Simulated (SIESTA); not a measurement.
A run of SIESTA 5.4.2 is set up as follows.

The input C.fdf:

```
SystemName                      Diamond
SystemLabel                     C
NumberOfSpecies                 1
NumberOfAtoms                   2
%block ChemicalSpeciesLabel
  1   6 C
%endblock ChemicalSpeciesLabel

LatticeConstant                 1.0 Ang
%block LatticeVectors
     0.0000000000     1.7833700000     1.7833700000
     1.7833700000     0.0000000000     1.7833700000
     1.7833700000     1.7833700000     0.0000000000
%endblock LatticeVectors
AtomicCoordinatesFormat         Fractional
%block AtomicCoordinatesAndAtomicSpecies
     0.7500000000     0.7500000000     0.7500000000  1  C
     0.5000000000     0.5000000000     0.5000000000  1  C
%endblock AtomicCoordinatesAndAtomicSpecies

%block kgrid.MonkhorstPack
   13   0   0  0.0
    0  13   0  0.0
    0   0  13  0.0
%endblock kgrid.MonkhorstPack
XC.Functional                   GGA
XC.Authors                      AM05
PAO.BasisSize                   DZP
PAO.EnergyShift                 0.002 Ry
Mesh.Cutoff                     500 Ry
OccupationFunction              FD
ElectronicTemperature           0.05 eV
MaxSCFIterations                120
SCF.MustConverge                false
SCF.Mixer.Method                Pulay
SCF.Mixer.Weight                0.25
SCF.Mixer.History               8
SCF.DM.Tolerance                5.0e-05
SCF.H.Tolerance                 1.0e-03 eV
WriteForces                     true
Charge.Mulliken                 end
BandLinesScale                  ReciprocalLatticeVectors
%block BandLines
    1    0.000000   0.000000   0.000000  \Gamma
   12    0.500000   0.000000   0.500000  X
    6    0.500000   0.250000   0.750000  W
    4    0.375000   0.375000   0.750000  K
   13    0.000000   0.000000   0.000000  \Gamma
   11    0.500000   0.500000   0.500000  L
    8    0.625000   0.250000   0.625000  U
    4    0.500000   0.250000   0.750000  W
    9    0.500000   0.500000   0.500000  L
    8    0.375000   0.375000   0.750000  K
    1    0.625000   0.250000   0.625000  U
    4    0.500000   0.000000   0.500000  X
%endblock BandLines
```

Potentials or basis: PseudoDojo 0.4 standard (PBEsol files), DZP (energy shift 0.002 Ry).

Run with:

```sh
$ siesta C.fdf > C.out 2>&1
```

Q: Estimate the band gap on the k mesh.

A: 4.15 eV, indirect (least direct gap 5.61 eV).

Q: Estimate the pressure.

A: 3.4 GPa.

Levels at the corners of the path, in eV from the valence-band top:
```csv
point,band 1,band 2,band 3,band 4,band 5,band 6,band 7,band 8,band 9
Γ,-21.49,0.00,0.00,0.00,5.61,5.61,5.61,14.63,24.28
X,-12.79,-12.79,-6.35,-6.35,4.75,4.75,16.87,16.87,23.62
W,-11.97,-11.97,-8.41,-8.41,10.63,10.63,12.63,12.63,21.48
K,-12.97,-11.75,-9.40,-5.41,5.73,10.90,14.45,15.80,18.89
Γ,-21.49,0.00,0.00,0.00,5.61,5.61,5.61,14.63,24.28
L,-15.67,-13.47,-2.83,-2.83,8.52,8.52,9.08,16.84,22.15
U,-12.97,-11.75,-9.40,-5.41,5.73,10.90,14.45,15.80,18.89
W,-11.97,-11.97,-8.41,-8.41,10.63,10.63,12.63,12.63,21.48
L,-15.67,-13.47,-2.83,-2.83,8.52,8.52,9.08,16.84,22.15
K,-12.97,-11.75,-9.40,-5.41,5.73,10.90,14.45,15.80,18.89
U,-12.97,-11.75,-9.40,-5.41,5.73,10.90,14.45,15.80,18.89
X,-12.79,-12.79,-6.35,-6.35,4.75,4.75,16.87,16.87,23.62
```

Caveat: the potentials were made for another functional, which shifts forces and pressure; the basis of atomic orbitals isn't converged, which shifts pressures, moduli and gaps. Expect the measured gap to be larger: semilocal functionals such as AM05 lack the derivative discontinuity.
